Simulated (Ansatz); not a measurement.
**Pt (Fm-3m), stationary points along a deformation path**

Computed with DFT PBE, scalar-relativistic, plane waves, PAW (Ansatz). Settings: plane waves to 420 eV, k-mesh 24×24×24 (Γ-centred), Gaussian smearing 0.15 eV. Spin–orbit coupling is left out, which can shift energies with elements as heavy as these. No spin polarisation. Energies are free energies at this smearing, counted from the undisturbed cell; pressure is positive in compression.

Zero of the scan (as given, not relaxed at this level; it stands at 11.6 GPa):

```
CELL_PARAMETERS angstrom
0.00000 1.95790 1.95790
1.95790 0.00000 1.95790
1.95790 1.95790 0.00000
ATOMIC_POSITIONS crystal
Pt 0.00000 0.00000 0.00000
```

At fixed volume and fractional coordinates, lengths along (0.000, 0.000, 1.000) are scaled against those across it; ρ is that ratio over its starting value. V = 15.011 Å³/atom. Δσ is the stress along the axis less the mean stress across it (compression positive).

| ρ | ΔE (meV/atom) | Δσ (GPa) | space group |
| --- | --- | --- | --- |
| 0.650 | 93.3 | -8.93 | I4/mmm |
| 0.707 | 116.8 | -0.02 | Im-3m |
| 0.780 | 91.7 | 6.80 | I4/mmm |
| 0.850 | 52.4 | 7.37 | I4/mmm |
| 0.920 | 18.2 | 6.03 | I4/mmm |
| 0.960 | 5.0 | 3.67 | I4/mmm |
| 1.000 | 0.0 | 0.00 | Fm-3m |
| 1.050 | 9.0 | -6.23 | I4/mmm |
| 1.100 | 37.2 | -13.24 | I4/mmm |
| 1.200 | 151.6 | -29.92 | I4/mmm |
| 1.300 | 345.7 | -47.79 | I4/mmm |
| 1.414 | 652.6 | -69.79 | I4/mmm |
| 1.500 | 943.2 | -88.34 | I4/mmm |

Question: How does the stress give the slope of the energy, and where is the energy stationary?

Answer: Along the path d ln(length) is 2/3 d ln ρ on the axis and −1/3 d ln ρ across it, so dE/d ln ρ = −(2/3) V Δσ: the energy falls with ρ where Δσ is positive. Δσ vanishes or changes sign at ρ = 0.707 (Im-3m), a maximum at 116.8 meV/atom; at ρ = 1.000 (Fm-3m), a minimum at 0.0 meV/atom. Pairs of stationary points between two samples would go unseen, and could change a minimum read from distant neighbours into a maximum. At ρ = 0.707, 1.000 the cell is cubic, where symmetry alone makes the stress isotropic and the slope zero.

Question: Which shear constant sets the curvature at ρ = 1?

Answer: For a cubic crystal E/V = (2/3) C (ln ρ)² with C = C′ = (C11 − C12)/2, so Δσ = −2C ln ρ. The parabola of Δσ against ln ρ through ρ = 0.960, 1 and 1.050 gives C ≈ 54 GPa with the ions clamped, rough because the steps are large. It is the stress–strain coefficient at this cell's pressure of 11.6 GPa, not the zero-pressure constant.

Question: Integrate that slope from ρ = 1 to 0.850 by the trapezoid rule.

Answer: With V/N in Å³ and 1 eV/Å³ = 160.2 GPa the slopes at ρ = 1.000, 0.960, 0.920, 0.850 are 0, -229, -377, -461 meV/atom per unit of ln ρ. The steps add 4.7 + 12.9 + 33.1 = 50.7 meV/atom, against 52.4 from the energies; the trapezoid rule misses the curvature of the slope within each step.

In a metal these slopes depend on the k mesh and the smearing.